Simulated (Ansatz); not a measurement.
# PbO2: energy against volume and a worked fit

The structure is cubic, space group Fm-3m (No. 225). Conventional cell: a = 5.404 Å, b = 5.404 Å, c = 5.404 Å, α = 90.00°, β = 90.00°, γ = 90.00°. Pb (site symmetry m-3m) has 8 O at 2.34 Å as nearest neighbours. Around O (site symmetry -43m) lie 4 Pb at 2.34 Å.

The cell comes from a database or a generator and needn't be the stable form of this composition.

The cell was scaled at fixed shape and fractions and run with Ansatz, JTH PAW LDA, cutoff 1800 eV; BLYP+D4, k mesh 9 × 9 × 9 on the cell of 3 atoms, fermi-dirac occupations of 0.025 eV, no spin polarisation, no spin-orbit coupling. The potentials were made for LDA. Energies are those that the program minimises, any entropy of the smearing included. For a metal such a mesh isn't converged to the digits shown.

```csv
V (Å³/atom),energy over the lowest row (meV/atom)
12.3620,24.484
12.6250,11.066
12.8880,3.108
13.1511,0.000
13.4141,?
13.6771,6.178
13.9401,14.534
```

Question: Fit the third-order Birch-Murnaghan form, give V0, B0 and B′, and predict the energy left open.

Answer: With y = (V0/V)^(2/3), E = E0 + (9 V0 B0/16) [(y - 1)³ B′ + (y - 1)² (6 - 4y)]. Least squares through the rows shown give V0 = 13.2054 Å³/atom, E0 = -0.089 meV, B0 = 127.9 GPa (1 eV/Å³ = 160.218 GPa) and B′ = 5.07, with a largest miss of 0.003 meV. At V = 13.4141 the form with these constants gives 1.186 meV; the run gave 1.188 meV an atom.
